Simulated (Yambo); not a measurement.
PbS (Galena) in Yambo: convergence with bands in self energy

PbS (Galena):

```xyz
2
Lattice="0.0000 2.9657 2.9657 2.9657 0.0000 2.9657 2.9657 2.9657 0.0000" Properties=species:S:1:pos:R:3 pbc="T T T"
Pb    0.0000    0.0000    0.0000
S     2.9657    2.9657    2.9657
```

* Program: Yambo 5.3.0
* Task: G0W0 quasiparticle levels
* Functional: LDA
* Potentials or basis: PseudoDojo 0.4.1 SR LDA standard
* Cutoff: 762 eV
* Density cutoff: 3048 eV
* k mesh: 6 × 6 × 6
* Occupations: fixed
* Spin: no spin polarisation
* k mesh of the self-consistent run: 8 × 8 × 8
* Form of the LDA: PW92
* Random integration of the Coulomb term: yes
* Direction of the field or of q to 0: x + y + z
* Broadening: 0.1 eV
* States corrected: Γ and the k points of the band edges
* Frequency dependence of W: plasmon pole
* Terminator of the band sum in the self-energy: none
* Quasiparticle equation: linearised (Newton)
* Imaginary frequency of the plasmon-pole fit: 27.2114 eV
* Bands in the response: 160
* Bands in the self-energy: 30
* Cutoff of the response matrix: 5 Ry
* Cutoff of exchange and Vxc: 56 Ry
* Bands corrected (first, last): [10, 12]

These are the settings of the first run; the series varies bands in self energy, with any setting tied to it.

Q: The values tried are 30, 50, 90, 160, loosest first. From which on does the quasiparticle gap at the points computed stay within 0.05 eV of the tightest run that finished?

A: From 90 on.

| bands in self energy | quasiparticle gap at the points computed (eV) |
| --- | --- |
| 30 | 0.377 |
| 50 | 0.457 |
| 90 | 0.507 |
| 160 | 0.535 |

The tightest run that finished is the yardstick and may itself not be fully converged.

Caveat, for the tightest run too: the potentials hold a filled d shell without the s and p states of that shell, which can shift GW gaps by tenths of an eV, either way; this version prints the column dSc/dw multiplied by 27.2; spin-orbit coupling is left out, which as a rule narrows the gap of such compounds by several tenths of an eV.
